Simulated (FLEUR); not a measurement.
Crystal: Cs.

```
Cs
1.0
    -3.12847    3.12847    3.12847
     3.12847   -3.12847    3.12847
     3.12847    3.12847   -3.12847
Cs
1
Direct
  0.00000 0.00000 0.00000
```

```yaml
Program: FLEUR MaX-R8.1 (later development tree)
Task: single point
Functional: PBE
Potentials_or_basis: all-electron
Basis: FLAPW
Kmax: 3.8 1/bohr
k_mesh: 6 × 6 × 6
Occupations: fermi-dirac, width 0.05 eV
Spin: no spin polarisation
Gmax: 11.8 1/bohr
Muffin-tin_radii: Cs 2.66 bohr
lmax: Cs 11
Local_orbitals_a_species: Cs 6
Max_iterations: 60
Mixing_factor: 0.05
Mixer: Anderson
Mixer_history: 15
Density_convergence: 1e-05 me/bohr^3
```

On this cell: band gap on the k mesh none (metal or under the smearing width).

The same run follows on a disturbed copy (cell strained at random at fixed volume):

```
CELL_PARAMETERS angstrom
-3.26995 3.20716 3.27462
3.13948 -3.06094 2.99793
3.18433 2.97532 -3.12840
ATOMIC_POSITIONS crystal
Cs 0.99977 0.00612 0.00319
```

Task: What changes?

Result: The energy (extrapolated to zero smearing) moves by -0.8 meV/atom; band gap on the k mesh none (metal or under the smearing width).
